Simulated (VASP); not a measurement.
Set up this calculation in VASP 6.6.1, as the native input.

- Task: relaxation of cell and atoms
- Functional: HSE06
- Potentials or basis: VASP PAW PBE potentials, release 64 (Si)
- Cutoff: 520 eV
- k mesh: 6 × 6 × 6
- Occupations: gaussian, width 0.03 eV
- Spin: no spin polarisation
- Grid for exact exchange (PRECFOCK): Fast
- Screening parameter: 0.2 1/A
- Further INCAR settings: ALGO = Normal; EDIFF = 1e-06; IBRION = 2; EDIFFG = -0.01; NSW = 25; ISIF = 3

Si:

```
Si
1.0
     0.00000    2.71785    2.71785
     2.71785    0.00000    2.71785
     2.71785    2.71785    0.00000
Si
2
Cartesian
  4.0768 4.0768 4.0768
  2.7178 2.7178 2.7178
```

These files were run (other wordings do the same):

POSCAR

```
Si                                      
1.0
    0.0000000000      2.7178477094      2.7178477094
    2.7178477094      0.0000000000      2.7178477094
    2.7178477094      2.7178477094      0.0000000000
  Si            
     2
Direct
     0.7500000000000000    0.7500000000000000    0.7500000000000000
     0.5000000000000000    0.5000000000000000    0.5000000000000000
```

INCAR.step1

```
SYSTEM = Si
ALGO     = Normal         ! electronic algorithm
EDIFF    = 1E-5           ! SCF threshold, eV
ENCUT    = 520            ! plane-wave cutoff, eV
GGA      = PE             ! functional
ISMEAR   = 0              ! smearing method
KPAR     = 4            
LASPH    = .True.         ! aspherical terms in the spheres
LCHARG   = .False.        ! write CHGCAR
LREAL    = .False.        ! projectors in reciprocal space
LWAVE    = .True.         ! write WAVECAR
NELM     = 80             ! most SCF steps
PREC     = Accurate       ! precision mode
SIGMA    = 0.03           ! smearing width, eV
```

INCAR.step2

```
SYSTEM = Si
ALGO     = Normal         ! electronic algorithm
EDIFF    = 1E-6           ! SCF threshold, eV
EDIFFG   = -0.01          ! ionic threshold
ENCUT    = 520            ! plane-wave cutoff, eV
GGA      = PE             ! functional
HFSCREEN = 0.2            ! screening, 1/A
IBRION   = 2              ! ionic algorithm
ISIF     = 3              ! what is computed and relaxed
ISMEAR   = 0              ! smearing method
ISTART   = 1            
KPAR     = 4            
LASPH    = .True.         ! aspherical terms in the spheres
LCHARG   = .False.        ! write CHGCAR
LHFCALC  = .True.         ! exact exchange
LREAL    = .False.        ! projectors in reciprocal space
LWAVE    = .False.        ! write WAVECAR
NELM     = 80             ! most SCF steps
NSW      = 25             ! ionic steps
PREC     = Accurate       ! precision mode
PRECFOCK = Fast         
SIGMA    = 0.03           ! smearing width, eV
```

KPOINTS

```
k-points
0
Gamma
  6 6 6
  0 0 0
```

Potentials or basis: VASP PAW PBE potentials, release 64 (Si).

Run with:

```sh
$ cat potpaw_PBE.64/Si/POTCAR > POTCAR
$ cp INCAR.step1 INCAR
$ mpirun -np 4 vasp_std > vasp.out
$ cp INCAR.step2 INCAR
$ mpirun -np 4 vasp_std > vasp.out
```

Results of the run:

The pressure after relaxing is -0.1 GPa and the band gap on the k mesh is 1.31 eV, indirect (least direct gap 3.34 eV).

Caveat: the relaxation stopped at its first step, so nothing moved; the PAW data sets were made with another functional, which shifts forces and pressure a little.

It took 24 s on 4 MPI ranks on Intel(R) Xeon(R) 6975P-C (Granite Rapids) (shared host), peak memory 0.24 GiB a rank.
